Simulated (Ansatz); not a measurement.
# AlN (P6_3/mmc) in Ansatz: reference runs

Aim: a first look at AlN with PBE, on the cell as given.

Program: Ansatz 0.2.0. These are calculated values, not measurements. Logs are shortened: lines on timing, memory, paths and dates and some standing lists are left out, and cuts for length are marked.

## Step 1: The structure

Symmetry: P6_3/mmc, No. 194, hexagonal system. Conventional cell: a = 3.312 Å, b = 3.312 Å, c = 4.188 Å, α = 90.00°, β = 90.00°, γ = 120.00°. Around Al (site symmetry -6m2) lie 5 N at 1.91 to 2.09 Å. Around N (site symmetry -6m2) lie 5 Al at 1.91 to 2.09 Å.

Measurements of this composition are mostly on another form, of space group No. 186.

## Step 2: Single point, PBE

Contents of input.yaml:

```yaml
crystal:
  lattice:
    - [3.3121157418, 0.0, 0.0]
    - [-1.6560578709, 2.8683763727, 0.0]
    - [0.0, 0.0, 4.187563]
  atoms:
    - { symbol: Al, position: [0.6666666667, 0.3333333333, 0.25] }
    - { symbol: Al, position: [0.3333333333, 0.6666666667, 0.75] }
    - { symbol: "N", position: [0.6666666667, 0.3333333333, 0.75] }
    - { symbol: "N", position: [0.3333333333, 0.6666666667, 0.25] }
kpoints:
  mp_grid: { grid: [9, 9, 7] }
scf:
  occupations: { method: fermi_dirac, width: 0.05 }
hamiltonian:
  xc: pbe
  pseudopotentials: { kind: all_electron, lapw: { basis_error: 0.001 } }
output:
  forces: true
  stress: true
  eigenvalues: true
  populations: true
```

Potentials or basis: all-electron LAPW, scalar-relativistic.

Command:

```sh
> ansatz run input.yaml --threads 2 --pin off --max-ram 6144MiB --backend cpu --events-out ev --progress --plain --runs-dir out
```

Standard output:

```text
Warning: RAYON_NUM_THREADS=2 ignored (pool sized by the plan → 2); use --threads N
Al: projections on atomic orbitals take those of the free atom 1s2 2s2 2p6 3s2 3p1, of charge +0.00 (hamiltonian.pseudopotentials.projection_atoms)
N: projections on atomic orbitals take those of the free atom 1s2 2s2 2p3, of charge +0.00 (hamiltonian.pseudopotentials.projection_atoms)
LAPW: plane waves up to 9.839 Å⁻¹, error target 1.0e-3 eV per atom; small_component_spin mean_spin; N in spheres of 0.919 Å, 7 of its electrons in bands, Dirac shells []; Al in spheres of 0.993 Å, 11 of its electrons in bands, Dirac shells [] (how accurate: hamiltonian.pseudopotentials.lapw.basis_error, Limitations)
Engine: ansatz 0.2.0, aarch64-unknown-linux-gnu
Pseudopotentials: kind: all_electron
Pseudopotential: Al, LAPW, valence charge 11, lapw/all_electron/scalar/gaussian/Al, Koelling and Harmon's equation, gaussian nucleus
Pseudopotential: N, LAPW, valence charge 7, lapw/all_electron/scalar/gaussian/N, Koelling and Harmon's equation, gaussian nucleus
Functional definition: PBE
  parameter kappa = 0.804
  parameter beta = 0.06672455060314922
  exchange = pbe_x(kappa = kappa, mu = beta*pi^2/3)
  correlation = pbe_c(beta = beta)
Crystal: 4 atoms, lattice volume = 39.784 Å³
Basis set: ecut = 368.85708668820905 eV, 625 PW (Γ), exchange–correlation at level 2
Bands: 22, of which v1, the nominal top of the filled ones, is band 18 counted from 1 (17 counted from 0)
Symmetry: 24 space group operations
Space group: P63/mmc (ITA 194), of the structure as read, at distance tolerance 3.4e-5 Å
k-points: 48 of 567
Non-local potential: Al, projectors of the file, none
Non-local potential: N, projectors of the file, none
Initial density: superposition of atomic densities (chi_scale 0.1, normalization cell, long waves kept (reshape's long-wave potential 0.00 eV rms))
Initial wavefunctions: plane waves of lowest kinetic energy (no species holds an atomic orbital)
Functional: x = pbe(κ = 0.804, μ = 0.2195149727645171), c = pbe(β = 0.06672455060314922)
iter 1 solved again at ethr=2.81e-2 eV; its pass at ethr=1.00e-1 eV (dr2=1.01e1 eV) is discarded
SCF iter   1: F=—  HF=-16204.865499 eV  |F-HF|=—  |Δ(HF+E_count)|=         —  Δρ=1.46e-1  dr2=1.01e1  ethr=2.81e-2  ⟨swp⟩=2.0  Hψ=7216  notcnv=0
preconditioner: auto → Resta (q_TF=auto, 2.683 Å⁻¹)  ε∞=3.5  [insulator: Δε(μ)=5.219 eV  Ē_g=15.002 eV  σ=0.050 eV  W_gap=1.00  n_scr=20 (ndim 8)  ℏωp=23.5 eV  f_vac=0.000  D(μ)=0.00/eV (n_scr^D=0)  ε∞_Penn≈3.5]
iter 2 solved again at ethr=1.35e-3 eV; its pass at ethr=2.81e-2 eV (dr2=4.87e-1 eV) is discarded
SCF iter   2: F=—  HF=-16200.439245 eV  |F-HF|=—  |Δ(HF+E_count)|=    4.43e0  Δρ=3.39e-2  dr2=4.86e-1  ethr=1.35e-3  ⟨swp⟩=2.1  Hψ=5632  notcnv=0
SCF iter   3: F=—  HF=-16200.388370 eV  |F-HF|=—  |Δ(HF+E_count)|=         —  Δρ=2.61e-2  dr2=3.49e-1  ethr=1.35e-3  ⟨swp⟩=2.0  Hψ=3216  notcnv=0
the basis was enlarged: its passes take 729.5 KiB over the memory plan, 2 of 2 planned eigensolver slots
SCF iter   4: F=—  HF=-16200.363155 eV  |F-HF|=—  |Δ(HF+E_count)|=   2.52e-2  Δρ=9.56e-3  dr2=4.20e-2  ethr=9.69e-4  ⟨swp⟩=2.0  Hψ=3123  notcnv=0
SCF iter   5: F=—  HF=-16200.360359 eV  |F-HF|=—  |Δ(HF+E_count)|=   2.80e-3  Δρ=2.40e-3  dr2=3.01e-3  ethr=1.17e-4  ⟨swp⟩=2.0  Hψ=3168  notcnv=0
SCF iter   6: F=—  HF=-16200.360617 eV  |F-HF|=—  |Δ(HF+E_count)|=   2.57e-4  Δρ=4.11e-4  dr2=1.06e-4  ethr=8.37e-6  ⟨swp⟩=2.2  Hψ=3034  notcnv=0
SCF iter   7: F=—  HF=-16200.360635 eV  |F-HF|=—  |Δ(HF+E_count)|=   1.80e-5  Δρ=3.19e-5  dr2=4.37e-7  ethr=2.95e-7  ⟨swp⟩=3.0  Hψ=3298  notcnv=0
SCF iter   8: F=-16200.360635 eV  HF=-16200.360635 eV  |F-HF|=4.84e-9  |Δ(HF+E_count)|=   1.08e-7  Δρ=9.37e-6  dr2=3.04e-8  ethr=1.21e-9  ⟨swp⟩=3.0  Hψ=3374  notcnv=0
SCF 1 converged in 8 iterations: F = -16200.360635 eV  dr2 = 3.04e-8
SCF converged after 8 iterations
Free energy (F): -16200.360635 eV
Harris-Foulkes:  -16200.360635 eV  (|F-HF|=4.84e-9)
Internal energy: -16200.360635 eV  (E = F + TS)
E sigma→0 (E₀):  -16200.360635 eV
Fermi energy:    12.239856 eV
--- Per-component energies (eV) ---
  E_band       = -2392.764536
  E_kinetic    = 16219.472040
  E_xc         = -1394.944181
  E_electrostatic = -31024.888494  (all electrons and nuclei)
  E_smearing   = -0.000000  (= −TS)
  E_closure    = 0.000000  (closes the sum)
  E_atoms      = -16171.050877  (free atoms, spherical and without spin; not in F)
  Σ components = -16200.360635   (vs F -16200.360635, Δ=0.00e0)
  Basis errors (estimates in eV, not in F): energy 4.5e-4 per atom: plane waves 4.2e-4 (2.5e-4 summed), levels above the bands 8.6e-62, relativity 3.2e-8, radial functions 3.4e-5, core shells 2.9e-12; eigenvalues (radial functions only) 3.1e-6; not estimated: angular momenta, meshes, grids; target (lapw.basis_error) 1.0e-3; muffin-tin radii N 0.919 Å, Al 0.993 Å
--- Forces (eV/Å), atoms counted from 1 ---
  atom   1  Al     0.00000000     0.00000000     0.00000000
  atom   2  Al     0.00000000    -0.00000000    -0.00000000
  atom   3  N      0.00000000     0.00000000     0.00000000
  atom   4  N     -0.00000000    -0.00000000    -0.00000000
  max |Σ_I F_I| component: 2.78e-17 eV/Å
--- Stress (GPa, compression-positive) ---
        0.285340       0.000000      -0.000000
       -0.000000       0.285340      -0.000000
       -0.000000      -0.000000       0.189738
  P = ⅓ Tr σ = 0.2535 GPa (2.535 kbar)
--- Band table (eV; the first three rows and the last of 48) ---
  k-point 0: bands = ["-364.2008", "-364.2008", "-91.5304", "-91.5271", "-53.0223", "-53.0013", "-52.9927", "-52.9927", "-52.9857", "-52.9857", "-6.1767", "-2.5595", "3.7472", "7.3392", "7.3392", "8.9968", "8.9968", "10.6040", "13.8731", "15.0149", "18.8484", "18.8484"]
  k-point 1: bands = ["-364.2008", "-364.2008", "-91.5302", "-91.5272", "-53.0213", "-53.0024", "-52.9923", "-52.9923", "-52.9861", "-52.9861", "-6.0524", "-2.8529", "4.1117", "7.4135", "7.4135", "8.9089", "8.9089", "10.0464", "14.3407", "15.2406", "18.7019", "18.7019"]
  k-point 2: bands = ["-364.2008", "-364.2008", "-91.5298", "-91.5277", "-53.0184", "-53.0053", "-52.9914", "-52.9914", "-52.9870", "-52.9870", "-5.6873", "-3.5503", "5.0297", "7.6263", "7.6263", "8.6638", "8.6638", "8.8764", "15.2396", "15.8095", "18.5762", "18.5762"]
  k-point 47: bands = ["-364.2008", "-364.2008", "-91.5285", "-91.5285", "-53.0145", "-53.0145", "-52.9925", "-52.9903", "-52.9889", "-52.9889", "-3.4455", "-3.4455", "3.8275", "3.8275", "5.0806", "5.9170", "9.6850", "9.6850", "17.3810", "17.5023", "18.6900", "18.6900"]
--- Löwdin populations: 4 sites ---
  site symbol       q [e]
     0     Al     11.9200
     1     Al     11.9200
     2      N      8.0019
     3      N      8.0019
  spilling = 0.003902 (of n_electrons = 40.000000)
```

Wall time 9.9 s (2 threads of Arm Neoverse V1, shared host); peak memory 0.37 GiB.

What came out:

* Free energy: -16200.3606 eV
* Pressure: 0.3 GPa
* Band gap on the k mesh: 3.27 eV, direct
* Loewdin charges: Al +1.08; N -1.00 e

Caveat: an odd mesh through Γ misses points on the zone boundary, where band edges often lie.
